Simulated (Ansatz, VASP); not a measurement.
One cell, several codes and potentials: LiF

System: LiF (rock salt type, first atom moved by 0.06 Å along [111]), 2 atoms in the cell.

```
Li F
1.0
     0.00000    2.03500    2.03500
     2.03500    0.00000    2.03500
     2.03500    2.03500    0.00000
Li F
1 1
Cartesian
  0.0346 0.0346 0.0346
  2.0350 2.0350 2.0350
```

All runs use HSE06; k-mesh 4×4×4 Γ-centred; Fermi–Dirac smearing of 0.05 eV; no spin polarisation. Exact exchange at q = 0 is regularized (HFRCUT = 0 in VASP). VASP pressures are printed at a fixed basis; Ansatz's pressures include its basis correction. The all-electron reference is a plane-wave run on PAW datasets generated for this crystal and functional, not LAPW.

| run | pressure (GPa) | Fx on Li1 (eV/Å) |
| --- | --- | --- |
| VASP, Li_sv/F, 649 eV | -3.64 | -0.043 |
| Ansatz with JTH PAW, 1500 eV | -2.48 | -0.043 |
| Ansatz hand-made PAW, 1050 eV | -2.90 | -0.040 |
| Ansatz PAW soft set 1, 420 eV | -2.80 | -0.040 |
| Ansatz PAW hard set, 700 eV | -2.89 | -0.040 |

Task: What does the all-electron calculation give for these quantities?

Result: Ansatz all-electron PAW datasets made for this crystal, 430 eV: pressure -2.90 GPa, Fx on Li1 -0.040 eV/Å. All forces:

```json
{"atom": "Li1", "Fx (eV/Å)": "-0.040", "Fy (eV/Å)": "-0.040", "Fz (eV/Å)": "-0.040"}
{"atom": "F2", "Fx (eV/Å)": "0.040", "Fy (eV/Å)": "0.040", "Fz (eV/Å)": "0.040"}
```

The k-mesh is modest, so these values aren't fully converged in k. Potentials made with PBE were used with another functional (at least in: VASP, Li_sv/F, 649 eV; Ansatz with JTH PAW, 1500 eV; Ansatz PAW hard set, 700 eV).
